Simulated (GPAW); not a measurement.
# LuH2 (Fm-3m) in GPAW: convergence with bands over the usual count

Aim: find how far bands over the usual count must go before the results for LuH2 settle, at LDA. This setting moves, with any that are tied to it; all else stays.

Everything below comes from runs of GPAW 26.7.0. Logs are shortened: lines on timing, memory, paths and dates and some standing lists are left out, and cuts for length are marked. The log counts tension as positive stress, the text compression.

## (1) The structure

The structure is cubic, space group Fm-3m (No. 225). Conventional cell: a = 5.033 Å, b = 5.033 Å, c = 5.033 Å, α = 90.00°, β = 90.00°, γ = 90.00°. Lu (site symmetry m-3m) is surrounded by 8 H at 2.18 Å. H (site symmetry -43m) has 4 Lu at 2.18 Å as nearest neighbours.

## (2) With bands over the usual count 0.72

run.py

```python
from ase.dft.bandgap import bandgap
from ase.io import read, write
from ase.units import GPa
from gpaw import GPAW, PW

atoms = read('LuH2.xyz')

calc = GPAW(mode=PW(800),
            xc='LDA',
            kpts={'size': (7, 7, 7), 'gamma': True},
            occupations={'name': 'fermi-dirac', 'width': 0.05},
            nbands=21,
            convergence={'density': 1e-05, 'energy': 1e-05},
            maxiter=100,
            txt='gpaw.txt')
atoms.calc = calc
energy = atoms.get_potential_energy()
forces = atoms.get_forces()
stress = atoms.get_stress()
calc.write('gs.gpw')
write('result.traj', atoms)
print(f'Energy: {energy:.6f} eV')
print('Forces (eV/A):')
print(forces.round(4))
print('Stress (GPa):', (stress / GPa).round(3))
print('Fermi level:', round(calc.get_fermi_level(), 4), 'eV')
print(f'Gap: {bandgap(calc)[0]:.4f} eV, direct: {bandgap(calc, direct=True)[0]:.4f} eV')
```

LuH2.xyz

```xyz
3
Lattice="0.0000000000 2.5165000000 2.5165000000 2.5165000000 0.0000000000 2.5165000000 2.5165000000 2.5165000000 0.0000000000" Properties=species:S:1:pos:R:3 pbc="T T T"
Lu     0.0000000000      0.0000000000      0.0000000000
H      3.7747500000      3.7747500000      3.7747500000
H      1.2582500000      1.2582500000      1.2582500000
```

Potentials or basis: the program's PAW data sets (release 1.2.1) made for this functional, pw.

Launch:

```sh
> OMP_NUM_THREADS=1 python run.py
```

Run time: 13 s. Hardware: 1 thread of Arm Neoverse V2, shared host; peak memory 0.18 GiB.

Results:

| Item | Value |
| --- | --- |
| Free energy | -13.8867 eV |
| Pressure | -6.8 GPa |
| Band gap on the k mesh | none (metal or under the smearing width) |

## (3) With bands over the usual count 0.8

Edit run.py of step 2 so:

```diff
@@ -11,3 +11,3 @@
             occupations={'name': 'fermi-dirac', 'width': 0.05},
-            nbands=21,
+            nbands=23,
             convergence={'density': 1e-05, 'energy': 1e-05},
```

LuH2.xyz is that of step 2.

Potentials or basis: the program's PAW data sets (release 1.2.1) made for this functional, pw.

Launch:

```sh
> OMP_NUM_THREADS=1 python run.py
```

It took 14 s on 1 thread of Arm Neoverse V2, shared host; peak memory 0.18 GiB.

The run converged. Its results:

- Free energy: -13.8867 eV
- Pressure: -6.8 GPa
- Band gap on the k mesh: none (metal or under the smearing width)

## (4) With bands over the usual count 0.9

Edit run.py of step 3 so:

```diff
@@ -11,3 +11,3 @@
             occupations={'name': 'fermi-dirac', 'width': 0.05},
-            nbands=23,
+            nbands=26,
             convergence={'density': 1e-05, 'energy': 1e-05},
```

LuH2.xyz is that of step 3.

Launch:

```sh
> OMP_NUM_THREADS=1 python run.py
```

Wall time 15 s (1 thread of Arm Neoverse V2, shared host); peak memory 0.18 GiB.

The run converged. Its results:

* Free energy: -13.8867 eV
* Pressure: -6.8 GPa
* Band gap on the k mesh: none (metal or under the smearing width)

## (5) With bands over the usual count 1

Edit run.py of step 4 so:

```diff
@@ -11,3 +11,3 @@
             occupations={'name': 'fermi-dirac', 'width': 0.05},
-            nbands=26,
+            nbands=28,
             convergence={'density': 1e-05, 'energy': 1e-05},
```

LuH2.xyz is that of step 4.

Launch:

```sh
> OMP_NUM_THREADS=1 python run.py
```

Run time: 16 s. Hardware: 1 thread of Arm Neoverse V2, shared host; peak memory 0.18 GiB.

The run converged. Its results:

- Free energy: -13.8867 eV
- Pressure: -6.8 GPa
- Band gap on the k mesh: none (metal or under the smearing width)

## (6) With bands over the usual count 1.3

Edit run.py of step 5 so:

```diff
@@ -11,3 +11,3 @@
             occupations={'name': 'fermi-dirac', 'width': 0.05},
-            nbands=28,
+            nbands=37,
             convergence={'density': 1e-05, 'energy': 1e-05},
```

LuH2.xyz is that of step 5.

Potentials or basis: the program's PAW data sets (release 1.2.1) made for this functional, pw.

Launch:

```sh
> OMP_NUM_THREADS=1 python run.py
```

Wall time 20 s (1 thread of Arm Neoverse V2, shared host); peak memory 0.19 GiB.

It converged, with:

```yaml
Free_energy: -13.8867 eV
Pressure: -6.8 GPa
Band_gap_on_the_k_mesh: none (metal or under the smearing width)
```

## (7) With bands over the usual count 1.7

Edit run.py of step 6 so:

```diff
@@ -11,3 +11,3 @@
             occupations={'name': 'fermi-dirac', 'width': 0.05},
-            nbands=37,
+            nbands=48,
             convergence={'density': 1e-05, 'energy': 1e-05},
```

LuH2.xyz is that of step 6.

Launch:

```sh
> OMP_NUM_THREADS=1 python run.py
```

Run time: 26 s. Hardware: 1 thread of Arm Neoverse V2, shared host; peak memory 0.2 GiB.

It converged, with:

| Quantity | Value |
| --- | --- |
| Free energy | -13.8867 eV |
| Pressure | -6.8 GPa |
| Band gap on the k mesh | none (metal or under the smearing width) |

## (8) With bands over the usual count 2.5

Edit run.py of step 7 so:

```diff
@@ -11,3 +11,3 @@
             occupations={'name': 'fermi-dirac', 'width': 0.05},
-            nbands=48,
+            nbands=70,
             convergence={'density': 1e-05, 'energy': 1e-05},
```

LuH2.xyz is that of step 7.

Potentials or basis: the program's PAW data sets (release 1.2.1) made for this functional, pw.

Launch:

```sh
> OMP_NUM_THREADS=1 python run.py
```

gpaw.txt:

```text
__  _  _
 | _ |_)|_||  |
 |__||  | ||/\| - 26.7.0

Input parameters:
  mode=PW(ecut=800.0),
  convergence={'density': 1e-05, 'energy': 1e-05},
  kpts=MonkhorstPack(size=(7, 7, 7), gamma=True),
  maxiter=100,
  nbands=70,
  occupations=Occupations(name='fermi-dirac', width=0.05),
  xc=XC(name='LDA')

Diagonalizing LCAO Hamiltonian
Converting LCAO to pw mode

                   H

           H

       Lu

Atoms  # Å, Bohr magnetons
|   | symbol |        x |        y |        z |    initial magnetic moments |
|---|--------|----------|----------|----------|-----------------------------|
| 0 |     Lu | 0.000000 | 0.000000 | 0.000000 | ( 0.0000,  0.0000,  0.0000) |
| 1 |      H | 3.774750 | 3.774750 | 3.774750 | ( 0.0000,  0.0000,  0.0000) |
| 2 |      H | 1.258250 | 1.258250 | 1.258250 | ( 0.0000,  0.0000,  0.0000) |

Unit cell  # Å
| periodic |        x |        y |        z |  lengths |    angles |
|----------|----------|----------|----------|----------|-----------|
|      yes | 0.000000 | 2.516500 | 2.516500 | 3.558868 | 60.000000 |
|      yes | 2.516500 | 0.000000 | 2.516500 | 3.558868 | 60.000000 |
|      yes | 2.516500 | 2.516500 | 0.000000 | 3.558868 | 60.000000 |

Number of symmetries: 48
Symmetry operations  # r_c * U_cc + t_c -> r_c
|    | kind |            matrix            |
|----|------|------------------------------|
|  0 |  σ   |  1, 0, 0,  1, 0,-1,  1,-1, 0 |
|  1 |  C2  |  1, 0, 0,  1,-1, 0,  1, 0,-1 |
|  2 |  E   |  1, 0, 0,  0, 1, 0,  0, 0, 1 |
|  3 |  σ   |  1, 0, 0,  0, 0, 1,  0, 1, 0 |
|  4 |  C4  |  1, 0,-1,  1, 0, 0,  1,-1, 0 |
|  5 |  S6  |  1, 0,-1,  1,-1, 0,  1, 0, 0 |
|  6 |  σ   |  1, 0,-1,  0, 1,-1,  0, 0,-1 |
|  7 |  C3  |  1, 0,-1,  0, 0,-1,  0, 1,-1 |
|  8 |  S6  |  1,-1, 0,  1, 0, 0,  1, 0,-1 |
|  9 |  C4  |  1,-1, 0,  1, 0,-1,  1, 0, 0 |
| 10 |  C3  |  1,-1, 0,  0,-1, 1,  0,-1, 0 |
| 11 |  σ   |  1,-1, 0,  0,-1, 0,  0,-1, 1 |
| 12 |  σ   |  0, 1, 0,  1, 0, 0,  0, 0, 1 |
| 13 |  C4  |  0, 1, 0,  0, 1,-1, -1, 1, 0 |
| 14 |  C3  |  0, 1, 0,  0, 0, 1,  1, 0, 0 |
| 15 |  S6  |  0, 1, 0, -1, 1, 0,  0, 1,-1 |
| 16 |  C2  |  0, 1,-1,  1, 0,-1,  0, 0,-1 |
| 17 |  σ   |  0, 1,-1,  0, 1, 0, -1, 1, 0 |
| 18 |  S4  |  0, 1,-1,  0, 0,-1,  1, 0,-1 |
[... 141 lines left out ...]
  Backstep threshold: 4.0
  History deletion threshold: 6.0
  Fourier metric: weight=20.0, sigma=0.015

occupation numbers:
  Fermi-Dirac:
    width: 0.0500  # eV

poisson solver:
  ecut: 6400.0  # eV

xc functional:
  name: None

convergence criteria:
- Maximum integral of absolute [dens]ity change: 1e-05 electrons / valence electron
- Maximum [total energy] change in last 3 cyles: 1e-05 eV / valence electron
- Maximum integral of absolute [eigenst]ate change: 4e-08 eV^2 / valence electron
maximum number of iterations: 100

SCF iterations
|iter     | |      energy | eigst |  dens |
|---------|-|-------------|-------|-------|
|iter:   1| |  -14.636791 | +0.06 |       |
|iter:   2| |  -14.588356 | -2.23 | -1.31 |
|iter:   3| |  -14.060144 | -2.38 | -1.34 |
|iter:   4| |  -13.888726 | -2.72 | -1.73 |
|iter:   5| |  -13.884937 | -4.91 | -2.28 |
|iter:   6| |  -13.885298 | -4.88 | -2.64 |
|iter:   7| |  -13.885295 | -7.45c| -3.68 |
|iter:   8| |  -13.885296c| -8.09c| -3.99 |
|iter:   9| |  -13.885296c| -8.33c| -5.05c|

Converged in 9 steps
Energy contributions relative to reference atoms: (reference = -396071.416991)

Energy contributions:
  Kinetic:           1.275256
  Coulomb:          -2.092536
  Zero:             -0.110442
  External:          0.000000
  Xc:              -12.956172
  Entropy:          -0.002804
  Spinorbit:         0.000000
  ----------------------------
  Free energy:     -13.886698
  Extrapolated:    -13.885296

dipole moment: (-23.064610, -23.064610, -23.064610)  # |e|*Ang

Fermi level: 7.777
Eigenvalues  # (at kpt = [0.000, 0.000, 0.000])
| band index |      eig [eV] | occ [0-2] |
|------------|---------------|-----------|
|          0 |       -48.282 |     2.000 |
|        ... |               |           |
|          5 |         2.678 |     2.000 |
|          6 |         2.967 |     2.000 |
|          7 |         2.967 |     2.000 |
|          8 |         2.967 |     2.000 |
|          9 |         3.034 |     2.000 |
|         10 |         3.034 |     2.000 |
[... 8 lines left out ...]
|         19 |        20.244 |     0.000 |
|         20 |        20.244 |     0.000 |
|        ... |               |           |
|         69 |        87.812 |     0.000 |

No gap
No difference between direct/indirect transitions

Forces  # eV/Ang
|       x |        y |       z |
|---------|----------|---------|
| 0.00000 |  0.00000 | 0.00000 |  # Lu   0
| 0.00000 |  0.00000 | 0.00000 |  # H    1
| 0.00000 | -0.00000 | 0.00000 |  # H    2

Stress tensor  # eV/Ang^3
|         x |         y |         z |
|-----------|-----------|-----------|
|  0.042214 | -0.000000 | -0.000000 |
| -0.000000 |  0.042214 | -0.000000 |
| -0.000000 | -0.000000 |  0.042214 |

# Writing to gs.gpw (mode='')
```

It took 39 s on 1 thread of Arm Neoverse V2, shared host; peak memory 0.21 GiB.

What came out:

```
Free energy            : -13.8867 eV
Pressure               : -6.8 GPa
Band gap on the k mesh : none (metal or under the smearing width)
```

## (9) The series at a glance

| bands over the usual count | energy less the tightest run, at zero smearing (meV/atom) | SCF cycles | CPU time (s) | peak memory (GiB) |
| --- | --- | --- | --- | --- |
| 0.72 | 0.00 | 9 | 13 | 0.18 |
| 0.8 | 0.00 | 9 | 14 | 0.18 |
| 0.9 | 0.00 | 9 | 15 | 0.18 |
| 1 | 0.00 | 9 | 16 | 0.18 |
| 1.3 | 0.00 | 9 | 20 | 0.19 |
| 1.7 | 0.00 | 9 | 26 | 0.2 |
| 2.5 | 0.00 | 9 | 39 | 0.21 |

Against the tightest run, the energy stays within 1 meV/atom from 0.72 on. The tightest run that finished is the yardstick and may itself not be fully converged.

Caveats: one-centre terms of the f shell are cut off.
